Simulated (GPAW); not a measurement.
# Quasiparticle gap of CdSe (Cadmoselite) in GPAW

Wanted: ground state, empty states, screening and self-energy for CdSe (Cadmoselite).

Calculated with GPAW 26.7.0; LDA and many-body steps on it, plane waves.

The database entry behind the starting cell differs from later determinations by our own check (inner coordinate of an old entry), so it need not match the best structure at ambient conditions.

**1. The structure**

Symmetry: P6_3mc, No. 186, hexagonal system. Conventional cell: a = 4.300 Å, b = 4.300 Å, c = 7.020 Å, α = 90.00°, β = 90.00°, γ = 120.00°. Nearest to Cd lie 4 Se at 2.61 to 2.70 Å. Nearest to Se lie 4 Cd at 2.61 to 2.70 Å. Farther neighbours and most contacts between anions are not listed.

Structure file:

```cif
data_structure
_symmetry_space_group_name_H-M 'P 1'
_symmetry_Int_Tables_number 1
_cell_length_a 4.3000
_cell_length_b 4.3000
_cell_length_c 7.0200
_cell_angle_alpha 90.000
_cell_angle_beta 90.000
_cell_angle_gamma 120.000
_cell_volume 112.41
loop_
_atom_site_label
_atom_site_type_symbol
_atom_site_fract_x
_atom_site_fract_y
_atom_site_fract_z
_atom_site_occupancy
Cd1 Cd 0.33333 0.66667 0.00000 1
Cd2 Cd 0.66667 0.33333 0.50000 1
Se3 Se 0.33333 0.66667 0.38500 1
Se4 Se 0.66667 0.33333 0.88500 1
```

The cell and positions come from the Crystallography Open Database and are kept as given unless a step says otherwise.

**2. Ground state**

This step: GPAW 26.7.0; DFT, LDA, plane waves, PAW.

The ground-state density comes first.

run.py

```python
import json
import numpy as np
from gpaw.mpi import world
from ase import Atoms
from gpaw import GPAW, PW, FermiDirac

atoms = Atoms(['Cd', 'Cd', 'Se', 'Se'],
    cell=[[4.3000000000, 0.0000000000, 0.0000000000],
      [-2.1500000000, 3.7239092363, 0.0000000000],
      [0.0000000000, 0.0000000000, 7.0200000000]],
    scaled_positions=[[0.3333333333, 0.6666666667, 0.0000000000],
      [0.6666666667, 0.3333333333, 0.5000000000],
      [0.3333333333, 0.6666666667, 0.3850000000],
      [0.6666666667, 0.3333333333, 0.8850000000]],
    pbc=(True, True, True))
calc = GPAW(mode=PW(450),
    xc='LDA',
    kpts={'size': (6, 6, 4), 'gamma': True},
    occupations=FermiDirac(0.001),
    nbands=-8,
    convergence={'density': 1e-6, 'bands': -3},
    maxiter=100,
    txt='gs.txt')
atoms.calc = calc
res = {'energy': atoms.get_potential_energy()}
kpts = calc.get_ibz_k_points()
res['kpts'] = kpts
res['eigenvalues'] = [calc.get_eigenvalues(kpt=k) for k in range(len(kpts))]
res['n_electrons'] = calc.get_number_of_electrons()
calc.write('gs.gpw')

if world.rank == 0:
    with open('result.json', 'w') as f:
        json.dump(res, f, default=lambda x: x.tolist())
```

Command:

```console
> mpirun -n 4 gpaw python run.py
```

Numbers of over 12 decimals in the logs are rounded to 6 here.

What it wrote:

```text
__  _  _
 | _ |_)|_||  |
 |__||  | ||/\| - 26.7.0

Input parameters:
  mode=PW(ecut=450.000000),
  convergence={'density': 1e-06, 'bands': -3},
  kpts=MonkhorstPack(size=(6, 6, 4), gamma=True),
  maxiter=100,
  nbands=-8,
  occupations=Occupations(name='fermi-dirac', width=0.001, fixmagmom=False),
  xc=XC(name='LDA')
  [... matrices ...]
Diagonalizing LCAO Hamiltonian
Converting LCAO to pw mode

            Se

        Se  Cd

        Cd

Atoms  # Å, Bohr magnetons
|   | symbol |         x |        y |        z |    initial magnetic moments |
| 0 |     Cd | -0.000000 | 2.482606 | 0.000000 | ( 0.0000,  0.0000,  0.0000) |
| 1 |     Cd |  2.150000 | 1.241303 | 3.510000 | ( 0.0000,  0.0000,  0.0000) |
| 2 |     Se | -0.000000 | 2.482606 | 2.702700 | ( 0.0000,  0.0000,  0.0000) |
| 3 |     Se |  2.150000 | 1.241303 | 6.212700 | ( 0.0000,  0.0000,  0.0000) |

Unit cell  # Å
| periodic |         x |        y |        z |  lengths |     angles |
|      yes |  4.300000 | 0.000000 | 0.000000 | 4.300000 |  90.000000 |
|      yes | -2.150000 | 3.723909 | 0.000000 | 4.300000 |  90.000000 |
|      yes |  0.000000 | 0.000000 | 7.020000 | 7.020000 | 120.000000 |

Number of symmetries: 6
Symmetry operations  # r_c * U_cc + t_c -> r_c
|   | kind |            matrix            |
| 0 |  σ   |  1, 1, 0,  0,-1, 0,  0, 0, 1 |
| 1 |  E   |  1, 0, 0,  0, 1, 0,  0, 0, 1 |
| 2 |  C3  |  0, 1, 0, -1,-1, 0,  0, 0, 1 |
| 3 |  σ   |  0,-1, 0, -1, 0, 0,  0, 0, 1 |
| 4 |  σ   | -1, 0, 0,  1, 1, 0,  0, 0, 1 |
| 5 |  C3  | -1,-1, 0,  1, 0, 0,  0, 0, 1 |

BZ-sampling:
  Number of BZ points: 144
  Number of IBZ points: 24

  Monkhorst-Pack size: [6, 6, 4]
  Monkhorst-Pack shift: [0.083333, 0.083333, 0.125]

K-points  # in reciprocal-cell coordinates
|     |                                coordinates |     weight |
|   0 | (  0.00000000,   0.00000000,   0.00000000) | 0.00694444 |
|   1 | (  0.00000000,   0.00000000,   0.25000000) | 0.01388889 |
|   2 | (  0.00000000,   0.00000000,   0.50000000) | 0.00694444 |
|   3 | (  0.16666667,   0.00000000,  -0.25000000) | 0.04166667 |
|   4 | (  0.16666667,   0.00000000,   0.00000000) | 0.04166667 |
|   5 | (  0.16666667,   0.00000000,   0.25000000) | 0.04166667 |
|   6 | (  0.16666667,   0.00000000,   0.50000000) | 0.04166667 |
|   7 | (  0.33333333,  -0.16666667,   0.00000000) | 0.04166667 |
|   8 | (  0.33333333,  -0.16666667,   0.25000000) | 0.08333333 |
|   9 | (  0.33333333,  -0.16666667,   0.50000000) | 0.04166667 |
| ... |                                            |            |
|  23 | (  0.50000000,   0.50000000,   0.50000000) | 0.02083333 |

Plane wave coefficients: 2472
Cutoff: 450.000000 eV

Spin-components: 1 (collinear spins)
Bands:           26
Projectors:      22
Spin-degeneracy: 2
Datatype:        complex128

  Storage: CPU
  Wave functions: 24_271_104 bytes (6_067_776 per core)
  Projectors: 22_404_096 bytes (5_601_024 per core)
  [... matrices ...]
Parallelization:
  kpt:    4
  domain: 1
  band:   1

Density:
  Valence electrons: 36.0
  Components: 1
  Grid points: [24 24 35]
  Charge: 0.0  # |e|

Potential:
  Grid points: [24 24 35]

species:
  Cd:
    name:    Cadmium
    Z:       48.0
    valence: 12
    core:    36
    charge:  0.0  # [|e|]
    compensation charges:
      type: gauss
      rc: 0.38  # [Å]
      lmax: 2
    cutoffs:
      filter: 2.12  # [Å]
      core: 2.62  # [Å]
    projectors
    | kind |    occ | energy [eV] | rcut [Å] |
    |   5s |  2.000 |      -5.950 |    1.191 |
    |   5p |  0.000 |      -1.328 |    1.228 |
    |   4d | 10.000 |     -11.904 |    1.164 |
    |    s |        |      21.261 |    1.191 |
    |    p |        |      25.883 |    1.228 |
    |    d |        |      15.307 |    1.164 |

    Using partial waves for Cd as LCAO basis

  Se:
    name:    Selenium
    Z:       34.0
    valence: 6
    core:    28
    charge:  0.0  # [|e|]
    compensation charges:
      type: gauss
      rc: 0.27  # [Å]
      lmax: 2
    cutoffs:
      filter: 1.77  # [Å]
      core: 2.67  # [Å]
    projectors
    | kind |    occ | energy [eV] | rcut [Å] |
    |   4s |  2.000 |     -17.472 |    0.847 |
    |   4p |  4.000 |      -6.656 |    1.005 |
    |    s |        |       9.739 |    0.847 |
    |    p |        |      20.555 |    1.005 |
    |    d |        |       0.000 |    0.847 |

    Using partial waves for Se as LCAO basis

Reference energy: -436106.280585  # eV

eigensolver:
  PPCG
  Converge bands: -3
  niter=2

density mixing:
  MSR1-Mixer
  Pratt-step length: 0.05
  Maximum mixing coefficient: 0.75
  Old densities: 10
  SVD Regularization: 0.005
  Good broyden scale: 1.0
  Trust region scale: 1.0
  Backstep threshold: 4.0
  History deletion threshold: 6.0
  Fourier metric: weight=20.0, sigma=0.015

occupation numbers:
  Fermi-Dirac:
    width: 0.0010  # eV

poisson solver:
  ecut: 3600.000000  # eV

xc functional:
  name: None

Initialization done in: 2.220 s

convergence criteria:
- Maximum integral of absolute [dens]ity change: 1e-06 electrons / valence electron
- Maximum [total energy] change in last 3 cyles: 0.0005 eV / valence electron
- Maximum integral of absolute [eigenst]ate change: 4e-08 eV^2 / valence electron
maximum number of iterations: 100

SCF iterations
|iter     |     time |      energy | eigst |  dens |
|iter:   1|  |  -14.513777 | +0.49 |       |
|iter:   2|  |  -14.367933 | -1.08 | -1.20 |
|iter:   3|  |  -13.830321 | -1.24 | -1.25 |
|iter:   4|  |  -13.817585 | -3.18 | -1.79 |
|iter:   5|  |  -13.815067c| -3.56 | -2.26 |
|iter:   6|  |  -13.815039c| -5.03 | -2.92 |
|iter:   7|  |  -13.815040c| -6.30 | -3.59 |
|iter:   8|  |  -13.815041c| -7.10 | -4.59 |
|iter:   9|  |  -13.815041c| -7.50c| -5.05 |
|iter:  10|  |  -13.815041c| -7.85c| -5.37 |
|iter:  11|  |  -13.815041c| -8.33c| -6.05c|

Converged in 11 steps
SCF loop duration: 6.085 s (0.553 s/step)
Energy contributions relative to reference atoms: (reference = -436106.280585)
  [... matrices ...]
Energy contributions:
  Kinetic:          31.777834
  Coulomb:         -28.858040
  Zero:              0.109965
  External:          0.000000
  Xc:              -16.844799
  Entropy:          -0.000000
  Spinorbit:         0.000000
  ----------------------------
  Free energy:     -13.815041
  Extrapolated:    -13.815041

dipole moment: (0.000005, 0.000011, -18.458398)  # |e|*Ang

Fermi level: 3.352
Eigenvalues  # (at kpt = [0.000, 0.000, 0.000])
| band index |      eig [eV] | occ [0-2] |
|          0 |        -9.360 |     2.000 |
|        ... |               |           |
|         10 |        -4.143 |     2.000 |
|         11 |        -3.867 |     2.000 |
|         12 |        -1.020 |     2.000 |
|         13 |         2.581 |     2.000 |
|         14 |         2.581 |     2.000 |
|         15 |         3.301 |     2.000 |
|         16 |         3.318 |     2.000 |
|         17 |         3.318 |     2.000 |
|         18 |         3.741 |     0.000 |
|         19 |         5.208 |     0.000 |
|         20 |         9.040 |     0.000 |
|         21 |         9.040 |     0.000 |
|         22 |         9.290 |     0.000 |
|         23 |        10.177 |     0.000 |
|         24 |        10.177 |     0.000 |
|         25 |        10.778 |     0.000 |

Gap: 0.423 eV
Transition (v -> c):
  (s=0, k=0, n=17, [0.00, 0.00, 0.00]) -> (s=0, k=0, n=18, [0.00, 0.00, 0.00])
No difference between direct/indirect transitions
# Writing to gs.gpw (mode='')
  [... matrices ...]
```

The job ended after 11 s (4 MPI ranks of AMD EPYC 7R43, shared host; peak memory 0.76 GiB).

Numbers from this step:

```
total energy               : -13.82 eV
gap                        : 0.4228 eV
k of the valence top       : 0, 0, 0
k of the conduction bottom : 0, 0, 0
least direct gap           : 0.4228 eV
```

The gap is direct, at Γ.

**3. Bands along the symmetry lines**

Levels along a band path, at the cheap level, show where the edges lie and whether the meshes to come will hold them.

run.py

```python
import json
import numpy as np
from gpaw.mpi import world
from gpaw import GPAW

path = [[0.000000, 0.000000, 0.000000],
    [0.062500, 0.000000, 0.000000],
    [0.125000, 0.000000, 0.000000],
    [0.187500, 0.000000, 0.000000],
    [0.250000, 0.000000, 0.000000],
    [0.312500, 0.000000, 0.000000],
    [0.375000, 0.000000, 0.000000],
    [0.437500, 0.000000, 0.000000],
    [0.500000, 0.000000, 0.000000],
    [0.479167, 0.041667, 0.000000],
    [0.458333, 0.083333, 0.000000],
    [0.437500, 0.125000, 0.000000],
    [0.416667, 0.166667, 0.000000],
    [0.395833, 0.208333, 0.000000],
    [0.375000, 0.250000, 0.000000],
    [0.354167, 0.291667, 0.000000],
    [0.333333, 0.333333, 0.000000],
    [0.291667, 0.291667, 0.000000],
    [0.250000, 0.250000, 0.000000],
    [0.208333, 0.208333, 0.000000],
    [0.166667, 0.166667, 0.000000],
    [0.125000, 0.125000, 0.000000],
    [0.083333, 0.083333, 0.000000],
    [0.041667, 0.041667, 0.000000],
    [0.000000, 0.000000, 0.000000],
    [0.000000, 0.000000, 0.062500],
    [0.000000, 0.000000, 0.125000],
    [0.000000, 0.000000, 0.187500],
    [0.000000, 0.000000, 0.250000],
    [0.000000, 0.000000, 0.312500],
    [0.000000, 0.000000, 0.375000],
    [0.000000, 0.000000, 0.437500],
    [0.000000, 0.000000, 0.500000],
    [0.062500, 0.000000, 0.500000],
    [0.125000, 0.000000, 0.500000],
    [0.187500, 0.000000, 0.500000],
    [0.250000, 0.000000, 0.500000],
    [0.312500, 0.000000, 0.500000],
    [0.375000, 0.000000, 0.500000],
    [0.437500, 0.000000, 0.500000],
    [0.500000, 0.000000, 0.500000],
    [0.479167, 0.041667, 0.500000],
    [0.458333, 0.083333, 0.500000],
    [0.437500, 0.125000, 0.500000],
    [0.416667, 0.166667, 0.500000],
    [0.395833, 0.208333, 0.500000],
    [0.375000, 0.250000, 0.500000],
    [0.354167, 0.291667, 0.500000],
    [0.333333, 0.333333, 0.500000],
    [0.291667, 0.291667, 0.500000],
    [0.250000, 0.250000, 0.500000],
    [0.208333, 0.208333, 0.500000],
    [0.166667, 0.166667, 0.500000],
    [0.125000, 0.125000, 0.500000],
    [0.083333, 0.083333, 0.500000],
    [0.041667, 0.041667, 0.500000],
    [0.000000, 0.000000, 0.500000],
    [0.500000, 0.000000, 0.500000],
    [0.500000, 0.000000, 0.437500],
    [0.500000, 0.000000, 0.375000],
    [0.500000, 0.000000, 0.312500],
    [0.500000, 0.000000, 0.250000],
    [0.500000, 0.000000, 0.187500],
    [0.500000, 0.000000, 0.125000],
    [0.500000, 0.000000, 0.062500],
    [0.500000, 0.000000, 0.000000],
    [0.333333, 0.333333, 0.500000],
    [0.333333, 0.333333, 0.437500],
    [0.333333, 0.333333, 0.375000],
    [0.333333, 0.333333, 0.312500],
    [0.333333, 0.333333, 0.250000],
    [0.333333, 0.333333, 0.187500],
    [0.333333, 0.333333, 0.125000],
    [0.333333, 0.333333, 0.062500],
    [0.333333, 0.333333, 0.000000]]
calc = GPAW('gs.gpw').fixed_density(kpts=path,
    symmetry='off',
    nbands=28,
    convergence={'bands': 24},
    txt='bands.txt')
res = {}
kpts = calc.get_ibz_k_points()
res['kpts'] = kpts
res['eigenvalues'] = [calc.get_eigenvalues(kpt=k) for k in range(len(kpts))]
res['n_electrons'] = calc.get_number_of_electrons()

if world.rank == 0:
    with open('result.json', 'w') as f:
        json.dump(res, f, default=lambda x: x.tolist())
```

Command:

```console
> mpirun -n 4 gpaw python run.py
```

What it wrote:

```text
Diagonalizing LCAO Hamiltonian
Converting LCAO to pw mode
convergence criteria:
- Maximum integral of absolute [eigenst]ate change: 4e-08 eV^2 / valence electron
maximum number of iterations: 100

SCF iterations
|iter     |     time |      energy | eigst |  dens |
|iter:   1|  |             | +0.56 |       |
|iter:   2|  |             | -0.99 |       |
|iter:   3|  |             | -2.32 |       |
[...]
|iter:   7|  |             | -6.52 |       |
|iter:   8|  |             | -7.39 |       |
|iter:   9|  |             | -7.89c|       |
SCF steps: 9
  __  _  _
 | _ |_)|_||  |
 |__||  | ||/\| - 26.7.0

Input parameters:
  mode=PW(ecut=450.000000),
  convergence={'bands': 24},
  gpts=array([24, 24, 35]),
  kpts=KPoints(kpts=array([[0.      , 0.      , 0.      ],
         [0.0625  , 0.      , 0.      ],
         [0.125   , 0.      , 0.      ],
         [0.1875  , 0.      , 0.      ],
[...]
[0.479167, 0.041667, 0.      ],
         [0.458333, 0.083333, 0.      ],
[...]
[0.416667, 0.166667, 0.      ],
[...]
[0.5     , 0.      , 0.0625  ],
         [0.5     , 0.      , 0.      ],
[...]
[0.333333, 0.333333, 0.125   ],
         [0.333333, 0.333333, 0.0625  ],
         [0.333333, 0.333333, 0.      ]])),
  maxiter=100,
  nbands=28,
  occupations=Occupations(name='fermi-dirac', width=0.001, fixmagmom=False),
  parallel={},
  symmetry=Symmetry(point_group=False, time_reversal=False),
  xc=XC(name='LDA')
```

It took 21 s on 4 MPI ranks; peak memory 0.89 GiB; 83 s of CPU time.

Numbers from this step:

| Item | Value |
| --- | --- |
| gap | 0.4228 eV |
| k of the valence top | 0, 0, 0 |
| k of the conduction bottom | 0, 0, 0 |
| least direct gap | 0.4228 eV |

The gap is 0.423 eV, as in the run before at this level.

Electronic bands along the path, in eV, zero at the top of the highest filled band:

```
    point  band 15  band 16  band 17  band 18  band 19  band 20  band 21  band 22
        Γ    -0.74    -0.02     0.00     0.00     0.42     1.89     5.72     5.72
  halfway    -2.25    -1.38    -0.46    -0.44     2.42     3.25     5.01     5.72
        M    -2.63    -1.90    -1.28    -0.86     3.03     3.12     4.64     5.96
  halfway    -2.72    -2.19    -1.45    -1.35     3.76     4.09     4.49     5.93
        K    -3.15    -1.83    -1.83    -1.83     4.20     4.64     4.64     6.87
  halfway    -2.55    -1.74    -0.78    -0.58     2.87     3.91     4.95     5.35
        Γ    -0.74    -0.02     0.00     0.00     0.42     1.89     5.72     5.72
  halfway    -0.64    -0.64    -0.12    -0.12     1.52     1.99     5.51     5.81
        A    -0.38    -0.38    -0.38    -0.38     2.11     2.11     5.62     5.62
  halfway    -1.38    -1.38    -0.94    -0.94     3.19     3.19     4.79     4.79
        L    -1.42    -1.42    -1.33    -1.33     2.78     2.78     4.63     4.63
  halfway    -2.08    -2.08    -1.15    -1.15     3.31     3.31     5.08     5.08
        H    -2.55    -2.55    -1.08    -1.08     3.61     3.61     5.73     5.73
  halfway    -1.41    -1.41    -1.26    -1.26     3.57     3.57     4.78     4.78
        A    -0.38    -0.38    -0.38    -0.38     2.11     2.11     5.62     5.62
jump to L    -1.42    -1.42    -1.33    -1.33     2.78     2.78     4.63     4.63
  halfway    -2.15    -1.77    -1.09    -1.03     2.62     3.17     4.99     5.03
        M    -2.63    -1.90    -1.28    -0.86     3.03     3.12     4.64     5.96
jump to H    -2.55    -2.55    -1.08    -1.08     3.61     3.61     5.73     5.73
  halfway    -2.98    -2.06    -1.46    -1.46     4.15     4.15     4.66     6.23
        K    -3.15    -1.83    -1.83    -1.83     4.20     4.64     4.64     6.87
```

**4. Empty states on the mesh, 3×3×2 mesh, 1018 bands**

The sums over transitions need many empty states on a uniform mesh; this step solves for them.

run.py

```python
import json
import numpy as np
from gpaw.mpi import world
from gpaw import GPAW

calc = GPAW('gs.gpw').fixed_density(kpts={'size': (3, 3, 2), 'gamma': True},
    parallel={'domain': 1, 'band': 1},
    txt='nscf.txt')
calc.diagonalize_full_hamiltonian(nbands=1018)
calc.write('full.gpw', mode='all')
res = {}
kpts = calc.get_ibz_k_points()
res['kpts'] = kpts
res['eigenvalues'] = [calc.get_eigenvalues(kpt=k) for k in range(len(kpts))]
res['n_electrons'] = calc.get_number_of_electrons()

if world.rank == 0:
    with open('result.json', 'w') as f:
        json.dump(res, f, default=lambda x: x.tolist())
```

Command:

```console
> mpirun -n 4 gpaw python run.py
```

What it wrote:

```text
Diagonalizing LCAO Hamiltonian
Converting LCAO to pw mode
convergence criteria:
- Maximum integral of absolute [eigenst]ate change: 4e-08 eV^2 / valence electron
maximum number of iterations: 100

SCF iterations
|iter     |     time |      energy | eigst |  dens |
|iter:   1|  |             | +0.48 |       |
|iter:   2|  |             | -1.13 |       |
|iter:   3|  |             | -2.13 |       |
[...]
|iter:   8|  |             | -6.30 |       |
|iter:   9|  |             | -7.21 |       |
|iter:  10|  |             | -7.82c|       |
SCF steps: 10
  __  _  _
 | _ |_)|_||  |
 |__||  | ||/\| - 26.7.0

Input parameters:
  mode=PW(ecut=450.000000),
  convergence={'density': 1e-06, 'bands': -3},
  gpts=array([24, 24, 35]),
  kpts=MonkhorstPack(size=(3, 3, 2), gamma=True),
  maxiter=100,
  nbands=26,
  occupations=Occupations(name='fermi-dirac', width=0.001, fixmagmom=False),
  parallel={'domain': 1, 'band': 1},
  xc=XC(name='LDA')
Matrix size: 2431x2431
# Writing to full.gpw (mode='all')
  [... matrices ...]

timing:  # [seconds]
  Total: 24.821  # ━━━━━━━━━━━━━━━━━━━━━━━━━━━━━━━━━━━━━━━━━━━━━━━━━━━━━━━━━━
```

Wall time 31 s (4 MPI ranks); peak memory 2.4 GiB.

Numbers from this step:

- gap: 0.4228 eV
- k of the valence top: 0, 0, 0
- k of the conduction bottom: 0, 0, 0
- least direct gap: 0.4228 eV
- k points computed: 6
- lowest point of the top converged band, above the valence top: 238.5141 eV

On this mesh the gap is 0.423 eV.

[end of part 1 of 2]

[Paths, hosts, dates, memory and timing lines, banners, echoed tables and standing remarks are left out of the program output.]

[Logs are printed without paths, hosts, clocks, repeated set-up lines and the standing remarks that a program may print on its own settings, such as how far it seeks lower states.]

[Runs of the session that timed out or met a known fault of the program may be left out.]

[Hosts, paths, dates, database ids (printed as entryN), source tags and the programs' standing remarks are cut or masked in the printed files.]
